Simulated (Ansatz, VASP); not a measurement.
**MgS in VASP and in Ansatz**

```
CELL_PARAMETERS angstrom
3.57102 0.00000 0.00000
-1.78551 3.09259 0.00000
0.00000 0.00000 6.02186
ATOMIC_POSITIONS crystal
Mg 0.00000 0.00000 0.00000
Mg 0.00000 0.00000 0.50000
S 0.33333 0.66667 0.25000
S 0.66667 0.33333 0.75000
```

Alike in both runs: task single point; functional r2SCAN; k mesh 6 × 6 × 4; no spin polarisation.

```csv
,VASP,Ansatz
version,VASP 6.6.1,Ansatz 0.2.0
potentials or method,"VASP PAW PBE potentials, release 64 (Mg, S)","plane waves, PAW"
plane-wave cutoff (eV),520,500
occupations,"gaussian, width 0.01 eV",fixed
valence electrons in the cell,16,32
```

|  | VASP | Ansatz | Ansatz less VASP |
| --- | --- | --- | --- |
| gap on the k mesh at the Fermi level (eV) | 4.14 | 4.16 | +0.020 |
| pressure (GPa) | 5.1 | 5.6 | +0.50 |
| largest component of the traceless stress (GPa) | 0.13 | 0.19 | +0.053 |

The two sets of potentials don't hold the same shells in valence.

Caveats: the PAW data sets were made with another functional, which shifts forces and pressure a little (VASP). A k mesh can miss the band edges. r2SCAN opens gaps a little over a GGA but as a rule still falls short of measured ones.
